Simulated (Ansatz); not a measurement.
Input of an Ansatz 0.2.0 run:

Contents of input.yaml:

```yaml
crystal:
  lattice:
    - [0.0, 3.205, 3.205]
    - [3.205, 0.0, 3.205]
    - [3.205, 3.205, 0.0]
  atoms:
    - { symbol: Te, position: [0.75, 0.75, 0.75] }
    - { symbol: Cd, position: [0.0, 0.0, 0.0] }
kpoints:
  mp_grid: { grid: [7, 7, 7] }
scf:
  occupations: { method: gaussian, width: 0.023 }
hamiltonian:
  xc: pbe
  pseudopotentials: { kind: all_electron, lapw: { basis_error: 0.001 } }
output:
  forces: true
  stress: true
  eigenvalues: true
```

Potentials or basis: all-electron LAPW, scalar-relativistic.

Command:

```bash
$ ansatz run input.yaml --threads 1 --pin off --max-ram 3072MiB --backend cpu --events-out ev --progress --plain --runs-dir out
```

Problem. Estimate the pressure.

Solution. 4.3 GPa.

Problem. Estimate the band gap on the k mesh.

Solution. 0.87 eV, direct.

Caveat: spin-orbit coupling is left out, which moves the levels of the heavy elements.

**Measured values to compare with.**

A printed reference work, data compilation reports, for a bulk crystal of CdTe at 0 K: band gap 1.607 eV.

A measured gap of CdTe is 1.607 eV (0 K; a printed reference work, data compilation); the calculated 0.87 eV misses it by -0.73 eV. Spin-orbit coupling on Cd, Te is left out. The value is that of PBE, without temperature or zero-point motion. Semilocal functionals fall short of measured gaps as a rule.
